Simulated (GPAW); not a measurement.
The system is Zn.

```xyz
1
Lattice="0.0000 1.9648 1.9648 1.9648 0.0000 1.9648 1.9648 1.9648 0.0000" Properties=species:S:1:pos:R:3 pbc="T T T"
Zn    0.0000    0.0000    0.0000
```

This isn't the form of Zn at room conditions, which is hcp.

Base run:

| Property | Result |
| --- | --- |
| Program | GPAW 26.7.0 |
| Functional | PBE |
| Potentials or basis | GPAW PAW data sets (gpaw-data 1.2.1) |
| Cutoff | 600 eV |
| Basis | pw |
| k mesh | 12 × 12 × 12 |
| Occupations | fermi-dirac, width 0.05 eV |
| Spin | no spin polarisation |

Its results: pressure -0.5 GPa.

The run is repeated on the same cell with these changes: functional from PBE to r2SCAN. What comes out?

Pressure -4.3 GPa.

Caveats: the density grid can change from cell to cell, which puts small steps into energies and stress (some runs); the PAW data sets were made with another functional, which shifts forces and pressure a little (some runs).
